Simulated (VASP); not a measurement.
# TiS2 (P-3m1) in VASP: band structure with PBE

Aim: the band structure of TiS2 with PBE.

Everything below comes from runs of VASP 6.6.1. Logs are shortened: lines on timing, memory, paths and dates and some standing lists are left out, and cuts for length are marked.

### Step 1. Starting point

The structure is trigonal, space group P-3m1 (No. 164). The conventional cell has a = 3.361 Å, b = 3.361 Å, c = 5.520 Å, α = 90.00°, β = 90.00°, γ = 120.00°. Ti (site symmetry -3m) is surrounded by 6 S at 2.41 Å. S (site symmetry 3m) is surrounded by 3 Ti at 2.41 Å.

### Step 2. Band structure, PBE

Contents of POSCAR:

```
TiS2
1.0
    3.3605460000      0.0000000000      0.0000000000
   -1.6802730000      2.9103190000      0.0000000000
    0.0000000000      0.0000000000      5.5201200000
Ti S
1 2
Direct
    0.0000000000      0.0000000000      0.0000000000
    0.3333333000      0.6666667000      0.2586701000
    0.6666667000      0.3333333000      0.7413299000
```

Contents of INCAR.step1:

```
SYSTEM = TiS2
ALGO = Fast
EDIFF = 1E-7
ENCUT = 520
GGA = PE
ISIF = 2
ISMEAR = 0
LASPH = .True.
LCHARG = .True.
LMAXMIX = 4
LREAL = .False.
LWAVE = .False.
NELM = 100
PREC = Accurate
SIGMA = 0.1
```

Contents of KPOINTS.step1:

```
k-points
0
Gamma
  15 15 8
  0 0 0
```

Contents of INCAR.step2:

```
SYSTEM = TiS2
ALGO = Fast
EDIFF = 1E-7
ENCUT = 520
GGA = PE
ICHARG = 11
ISIF = 2
ISMEAR = 0
LASPH = .True.
LCHARG = .False.
LMAXMIX = 4
LREAL = .False.
LWAVE = .False.
NELM = 100
PREC = Accurate
SIGMA = 0.05
```

Contents of KPOINTS.step2:

```
path GMKGALHA,LM,KH
20
line-mode
reciprocal
 0.0000000000  0.0000000000  0.0000000000  G
 0.5000000000  0.0000000000  0.0000000000  M

 0.5000000000  0.0000000000  0.0000000000  M
 0.3333333333  0.3333333333  0.0000000000  K

 0.3333333333  0.3333333333  0.0000000000  K
 0.0000000000  0.0000000000  0.0000000000  G

 0.0000000000  0.0000000000  0.0000000000  G
 0.0000000000  0.0000000000  0.5000000000  A

 0.0000000000  0.0000000000  0.5000000000  A
 0.5000000000  0.0000000000  0.5000000000  L

 0.5000000000  0.0000000000  0.5000000000  L
 0.3333333333  0.3333333333  0.5000000000  H

 0.3333333333  0.3333333333  0.5000000000  H
 0.0000000000  0.0000000000  0.5000000000  A

 0.5000000000  0.0000000000  0.5000000000  L
 0.5000000000  0.0000000000  0.0000000000  M

 0.3333333333  0.3333333333  0.0000000000  K
 0.3333333333  0.3333333333  0.5000000000  H
```

Potentials or basis: VASP PAW PBE potentials, release 64 (Ti_sv, S).

Launch:

```console
> cat potpaw_PBE.64/Ti_sv/POTCAR potpaw_PBE.64/S/POTCAR > POTCAR
> cp INCAR.step1 INCAR
> cp KPOINTS.step1 KPOINTS
> mpirun -np 1 vasp_std > vasp.out
> cp INCAR.step2 INCAR
> cp KPOINTS.step2 KPOINTS
> mpirun -np 1 vasp_std > vasp.out
```

OUTCAR:

```text
SYSTEM = TiS2
   EDIFF = 1E-7
   ENCUT = 520
   GGA = PE
   ICHARG = 11
   ISIF = 2
   ISMEAR = 0
   LASPH = .True.
   LREAL = .False.
   NELM = 100
   PREC = Accurate

 ion  position               nearest neighbor table
   1  0.000  0.000  0.000-   2 2.41   3 2.41   3 2.41   2 2.41   3 2.41   2 2.41
   2  0.333  0.667  0.259-   1 2.41   1 2.41   1 2.41
   3  0.667  0.333  0.741-   1 2.41   1 2.41   1 2.41

  LATTYP: Found a hexagonal cell.
 ALAT       =     3.3605460000
 C/A-ratio  =     1.6426259304

  Lattice vectors:

 A1 = (   3.3605460000,   0.0000000000,   0.0000000000)
 A2 = (  -1.6802730000,   2.9103190000,   0.0000000000)
 A3 = (   0.0000000000,   0.0000000000,   5.5201200000)

Analysis of symmetry for initial positions (statically):
=====================================================================
 Subroutine PRICEL returns:
 Original cell was already a primitive cell.

 Routine SETGRP: Setting up the symmetry group for a
 hexagonal supercell.

 Subroutine GETGRP returns: Found 12 space group operations
 (whereof 12 operations were pure point group operations)
 out of a pool of 24 trial point group operations.

The static configuration has the point symmetry D_3d.

Analysis of symmetry for dynamics (positions and initial velocities):
=====================================================================
 Subroutine PRICEL returns:
 Original cell was already a primitive cell.

 Routine SETGRP: Setting up the symmetry group for a
 hexagonal supercell.

 Subroutine GETGRP returns: Found 12 space group operations
 (whereof 12 operations were pure point group operations)
 out of a pool of 24 trial point group operations.

The dynamic configuration has the point symmetry D_3d.

 Subroutine INISYM returns: Found 12 space group operations
 (whereof 12 operations are pure point group operations),
 and found     1 'primitive' translations

----------------------------------------------------------------------------------------

                                     Primitive cell

  volume of cell :      53.9882

  direct lattice vectors                    reciprocal lattice vectors
     3.360546000  0.000000000  0.000000000     0.297570692  0.171802473  0.000000000
    -1.680273000  2.910319000  0.000000000     0.000000000  0.343604945  0.000000000
     0.000000000  0.000000000  5.520120000     0.000000000  0.000000000  0.181155482

  length of vectors
     3.360546000  3.360546687  5.520120000     0.343605015  0.343604945  0.181155482

  position of ions in fractional coordinates (direct lattice)
     0.000000000  0.000000000  0.000000000
     0.333333300  0.666666700  0.258670100
     0.666666700  0.333333300  0.741329900

  ion indices of the primitive-cell ions
   primitive index   ion index
                 1           1
                 2           2
                 3           3

----------------------------------------------------------------------------------------

 KPOINTS: path GMKGALHA,LM,KH

Interpolating k-points between supplied coordinates.

 Line segments in fractional coordinates (reciprocal lattice):
    0.000000  0.000000  0.000000  ...  0.500000  0.000000  0.000000
    0.500000  0.000000  0.000000  ...  0.333333  0.333333  0.000000
    0.333333  0.333333  0.000000  ...  0.000000  0.000000  0.000000
    0.000000  0.000000  0.000000  ...  0.000000  0.000000  0.500000
    0.000000  0.000000  0.500000  ...  0.500000  0.000000  0.500000
    0.500000  0.000000  0.500000  ...  0.333333  0.333333  0.500000
    0.333333  0.333333  0.500000  ...  0.000000  0.000000  0.500000
    0.500000  0.000000  0.500000  ...  0.500000  0.000000  0.000000
    0.333333  0.333333  0.000000  ...  0.333333  0.333333  0.500000

 Generated    20 points on each line segment, for a total of    180 k-points:

 Following reciprocal coordinates:
            Coordinates               Weight
  0.000000  0.000000  0.000000      0.005556
  0.026316  0.000000  0.000000      0.005556
  0.052632  0.000000  0.000000      0.005556
  0.078947  0.000000  0.000000      0.005556
  0.105263  0.000000  0.000000      0.005556
  0.131579  0.000000  0.000000      0.005556
[... 16 lines left out ...]
  0.482456  0.035088  0.000000      0.005556
  0.473684  0.052632  0.000000      0.005556
 [... further k-points ...]
   k-points           NKPTS =    180   k-points in BZ     NKDIM =    180   number of bands    NBANDS=     16
   number of dos      NEDOS =    301   number of ions     NIONS =      3
   total plane-waves  NPLWV =  32928
   dimension x,y,z NGX =    28 NGY =   28 NGZ =   42
   dimension x,y,z NGXF=    56 NGYF=   56 NGZF=   84
   ions per type =               1   2
   NGX,Y,Z   is equivalent  to a cutoff of  13.85, 13.85, 12.65 a.u.
   NGXF,Y,Z  is equivalent  to a cutoff of  27.70, 27.70, 25.30 a.u.
 SYSTEM =  TiS2
   PREC   = accura    normal or accurate (medium, high low for compatibility)
   ISTART =      0    job   : 0-new  1-cont  2-samecut
   ICHARG =     11    charge: 1-file 2-atom 10-const
   ISPIN  =      1    spin polarized calculation?
   LNONCOLLINEAR =      F non collinear calculations
   LSORBIT =      F    spin-orbit coupling
   LASPH  =      T    aspherical Exc in radial PAW
   ENCUT  =  520.0 eV  38.22 Ry    6.18 a.u.   6.25  6.25 10.26*2*pi/ulx,y,z
   NELM   =    100;   NELMIN=  2; NELMDL=  0     # of ELM steps
   EDIFF  = 0.1E-06   stopping-criterion for ELM
   LREAL  =      F    real-space projection
   EDIFFG = 0.1E-05   stopping-criterion for IOM
   NSW    =      0    number of steps for IOM
   IBRION =     -1    ionic relax: 0-MD 1-quasi-New 2-CG
   NFREE  =      0    steps in history (QN), initial steepest desc. (CG)
   ISIF   =      2    stress and relaxation
   ISYM   =      2    0-nonsym 1-usesym 2-fastsym
   POTIM  = 0.5000    time-step for ionic-motion
   TEBEG  =    0.0;   TEEND  =   0.0 temperature during run
   PSTRESS=    0.0 pullay stress
   NELECT =      24.0000    total number of electrons
   NUPDOWN=      -1.0000    fix difference up-down
   EMIN   =  10.00;   EMAX   =-10.00  energy-range for DOS
   EFERMI =   0.00;   METHOD = LEGACY
   ISMEAR =     0;   SIGMA  =   0.05  broadening in eV -4-tet -1-fermi 0-gaus
   EFERMI_NEDOS =   21; number of points for ismear=-14 and -15
   IALGO  =     68    algorithm
   IMIX   =      4    mixing-type and parameters
     AMIX     =   0.40;   BMIX     =  1.00
     AMIX_MAG =   1.60;   BMIX_MAG =  1.00
  volume/ion in A,a.u.               =      18.00       121.44
  Fermi-wavevector in a.u.,A,eV,Ry     =   1.249431  2.361082 21.239751  1.561078
  Thomas-Fermi vector in A             =   2.383472
   LORBIT       =      0    0 simple, 1 ext, 2 COOP (PROOUT), +10 PAW based schemes
   GGA     = PE    functional components
   LHFCALC =     F    Hartree Fock is set to
   AEXX    =    0.0000 exact exchange contribution
   IVDW    =     0    specifies the selected vdW correction
   LEPSILON=     F    determine dielectric tensor
   LRPA    =     F    only Hartree local field effects (RPA)
 non-spin polarized calculation
 RMM-DIIS sequential band-by-band and
 Gauss-broadening in eV      SIGMA  =   0.05
  energy-cutoff  :      520.00
  volume of cell :       53.99
 maximum number of plane-waves:      1484
 NGX is ok and might be reduce to    28

 number of electron      23.9999997 magnetization

 Free energy of the ion-electron system (eV)
  ---------------------------------------------------
  ext. energy  EPLUGINS =         0.00000000
  ---------------------------------------------------
  free energy    TOTEN  =       -19.03851695 eV

  energy without entropy =      -19.03380815  energy(sigma->0) =      -19.03616255

 E-fermi :   6.2654     XC(G=0): -10.4380

 val. band max:        6.2555365478   @ k =   0.5000   0.0000   0.2368
 cond. band min:       6.2655176305   @ k =   0.0000   0.0000   0.1316
 fundamental gap:      0.0099810827
 Fermi energy:         6.2654069163

 k-point     1 :       0.0000    0.0000    0.0000
  band No.  band energies     occupation
      1     -51.4029      2.00000
      2     -27.6373      2.00000
      3     -27.5865      2.00000
      4     -27.5865      2.00000
      5      -7.8805      2.00000
      6      -5.9746      2.00000
[... 8 lines left out ...]
     15       7.0265      0.00000
     16       9.6150      0.00000

 k-point     2 :       0.0263    0.0000    0.0000
  band No.  band energies     occupation
      1     -51.4028      2.00000
      2     -27.6371      2.00000
      3     -27.5875      2.00000
      4     -27.5867      2.00000
      5      -7.8718      2.00000
      6      -5.9728      2.00000
[... 8 lines left out ...]
     15       7.0453      0.00000
     16       9.6074      0.00000

 k-point     3 :       0.0526    0.0000    0.0000
  band No.  band energies     occupation
      1     -51.4025      2.00000
      2     -27.6364      2.00000
      3     -27.5906      2.00000
      4     -27.5874      2.00000
      5      -7.8455      2.00000
      6      -5.9674      2.00000
[... 8 lines left out ...]
     15       7.1084      0.00000
     16       9.5572      0.00000

 k-point     4 :       0.0789    0.0000    0.0000
  band No.  band energies     occupation
      1     -51.4020      2.00000
      2     -27.6354      2.00000
      3     -27.5957      2.00000
      4     -27.5885      2.00000
      5      -7.8021      2.00000
      6      -5.9586      2.00000
[... 8 lines left out ...]
     15       7.2043      0.00000
     16       9.4895      0.00000
[... 324 lines left out ...]
 k-point    22 :       0.4912    0.0175    0.0000
  band No.  band energies     occupation
      1     -51.3882      2.00000
      2     -27.7375      2.00000
      3     -27.6212      2.00000
      4     -27.6064      2.00000
      5      -5.9728      2.00000
      6      -5.9618      2.00000
[... 8 lines left out ...]
     15       8.2428      0.00000
     16       9.9203      0.00000

 k-point    23 :       0.4825    0.0351    0.0000
  band No.  band energies     occupation
      1     -51.3882      2.00000
      2     -27.7371      2.00000
      3     -27.6221      2.00000
      4     -27.6064      2.00000
      5      -5.9691      2.00000
      6      -5.9599      2.00000
[... 8 lines left out ...]
     15       8.2385      0.00000
     16       9.9084      0.00000

 k-point    24 :       0.4737    0.0526    0.0000
  band No.  band energies     occupation
      1     -51.3881      2.00000
      2     -27.7363      2.00000
      3     -27.6235      2.00000
      4     -27.6063      2.00000
      5      -5.9630      2.00000
      6      -5.9568      2.00000
[... 8 lines left out ...]
     15       8.2315      0.00000
     16       9.9027      0.00000

 [... further k-points ...]
[... 5 lines left out ...]
  --------------------------------------------------------------------------------------
  -------------------------------------------------------------------------------------
  Total        3.5166489      3.5166508      3.9465875      0.0000000      0.0000000      0.0000000
  in kB      104.3615779    104.3616348    117.1206189      0.0000000      0.0000000      0.0000000
  external PRESSURE =     108.6146106 kB  Pullay stress =       0.0000000 kB

 VOLUME and BASIS-vectors are now :
 -----------------------------------------------------------------------------
  energy-cutoff  :      520.00
  volume of cell :       53.99
      direct lattice vectors                 reciprocal lattice vectors
     3.360546000  0.000000000  0.000000000     0.297570692  0.171802473  0.000000000
    -1.680273000  2.910319000  0.000000000     0.000000000  0.343604945  0.000000000
     0.000000000  0.000000000  5.520120000     0.000000000  0.000000000  0.181155482

 POSITION                                       TOTAL-FORCE (eV/Angst)
 -----------------------------------------------------------------------------------
      0.00000      0.00000      0.00000         0.000000      0.000000     -0.000000
     -0.00000      1.94021      1.42789         0.000000     -0.000000      0.015659
      1.68027      0.97011      4.09223        -0.000000      0.000000     -0.015659
 -----------------------------------------------------------------------------------
    total drift:                               -0.000000     -0.000000      0.000000

  FREE ENERGIE OF THE ION-ELECTRON SYSTEM (eV)
  ---------------------------------------------------
  free  energy   TOTEN  =       -19.0385169498 eV

  energy  without entropy=      -19.0338081506  energy(sigma->0) =      -19.03616255
```

Run time: 7.6 min. Hardware: 1 thread of Intel Xeon Platinum 8488C (Sapphire Rapids), shared host; peak memory 0.29 GiB.

Results:

- Band gap along the path: none (metal or under the smearing width)

Levels at the corners of the path, in eV from the Fermi level:
```csv
point,band 8,band 9,band 10,band 11,band 12,band 13,band 14,band 15,band 16
Γ,-2.77,-2.77,0.17,0.17,0.17,0.55,0.55,0.89,3.47
M,-3.77,-3.04,-2.89,-2.63,-1.64,0.19,1.66,2.10,3.78
M,-3.77,-3.04,-2.89,-2.63,-1.64,0.19,1.66,2.10,3.78
K,-4.26,-4.26,-2.77,-2.77,-2.34,1.29,1.93,1.93,3.05
K,-4.26,-4.26,-2.77,-2.77,-2.34,1.29,1.93,1.93,3.05
Γ,-2.77,-2.77,0.17,0.17,0.17,0.55,0.55,0.89,3.47
Γ,-2.77,-2.77,0.17,0.17,0.17,0.55,0.55,0.89,3.47
A,-2.71,-2.71,-2.70,-0.09,-0.09,0.52,0.52,1.59,3.91
A,-2.71,-2.71,-2.70,-0.09,-0.09,0.52,0.52,1.59,3.91
L,-4.77,-2.92,-2.89,-1.16,-1.16,-0.12,1.65,2.07,3.37
L,-4.77,-2.92,-2.89,-1.16,-1.16,-0.12,1.65,2.07,3.37
H,-4.61,-3.85,-3.28,-2.23,-2.23,1.31,1.50,1.50,3.88
H,-4.61,-3.85,-3.28,-2.23,-2.23,1.31,1.50,1.50,3.88
A,-2.71,-2.71,-2.70,-0.09,-0.09,0.52,0.52,1.59,3.91
L,-4.77,-2.92,-2.89,-1.16,-1.16,-0.12,1.65,2.07,3.37
M,-3.77,-3.04,-2.89,-2.63,-1.64,0.19,1.66,2.10,3.78
K,-4.26,-4.26,-2.77,-2.77,-2.34,1.29,1.93,1.93,3.05
H,-4.61,-3.85,-3.28,-2.23,-2.23,1.31,1.50,1.50,3.88
```

Caveat: the log is that of the step along the path at fixed density, whose energy, stress, charges and moments have no meaning.
